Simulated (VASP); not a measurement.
Ge:

```xyz
2
Lattice="1.4881 -2.5947 0.0000 1.4881 2.5947 0.0000 0.0000 0.0000 4.7276" Properties=species:S:1:pos:R:3 pbc="T T T"
Ge    1.4881    0.8643    1.1819
Ge    1.4881   -0.8643    3.5457
```

This isn't the form of Ge at room conditions, which is diamond.

- Program: VASP 6.6.1
- Task: relaxation of cell and atoms
- Functional: r2SCAN
- Dispersion: rVV10
- Potentials or basis: VASP PAW PBE potentials, release 64 (Ge_d)
- Cutoff: 600 eV
- k mesh: 10 × 10 × 6
- Occupations: gaussian, width 0.05 eV
- Spin: no spin polarisation

At the start: pressure 1.0 GPa; volume 18.25 Å³/atom.

How do energy, volume and symmetry change on relaxing?

Over 13 steps the energy falls by 5.5 meV/atom and the volume is 18.41 Å³/atom (+0.8 %); space group Cmcm (No. 63, to 0.05 Å).

The path:
| step | energy change (eV) | largest force (eV/Å) | pressure (GPa) | volume (Å³) |
| --- | --- | --- | --- | --- |
| 1 | 0.0000 | 0.0089 | 1.04 | 36.51 |
| 2 | -0.0074 | 0.0035 | -0.37 | 37.13 |
| 3 | -0.0080 | 0.0044 | -0.86 | 37.35 |
| 4 | -0.0100 | 0.0014 | -0.56 | 37.08 |
| 5 | -0.0101 | 0.0020 | -0.60 | 37.11 |
| 6 | -0.0109 | 0.0044 | 0.19 | 36.71 |
| 7 | -0.0110 | 0.0038 | 0.07 | 36.77 |
| 8 | -0.0109 | 0.0038 | 0.10 | 36.78 |
| 9 | -0.0107 | 0.0027 | -0.25 | 36.95 |
| 10 | -0.0109 | 0.0036 | 0.02 | 36.80 |
| 11 | -0.0109 | 0.0036 | 0.04 | 36.79 |
| 12 | -0.0110 | 0.0030 | -0.12 | 36.81 |
| 13 | -0.0110 | 0.0040 | 0.01 | 36.81 |

Final structure:
```cif
data_structure
_symmetry_space_group_name_H-M 'P 1'
_symmetry_Int_Tables_number 1
_cell_length_a 2.9835
_cell_length_b 2.9835
_cell_length_c 4.8343
_cell_angle_alpha 90.000
_cell_angle_beta 90.000
_cell_angle_gamma 121.189
_cell_volume 36.81
loop_
_atom_site_label
_atom_site_type_symbol
_atom_site_fract_x
_atom_site_fract_y
_atom_site_fract_z
_atom_site_occupancy
Ge1 Ge 0.33338 0.66662 0.25000 1
Ge2 Ge 0.66662 0.33338 0.75000 1
```

Caveat: the PAW data sets were made with another functional, which shifts forces and pressure a little.
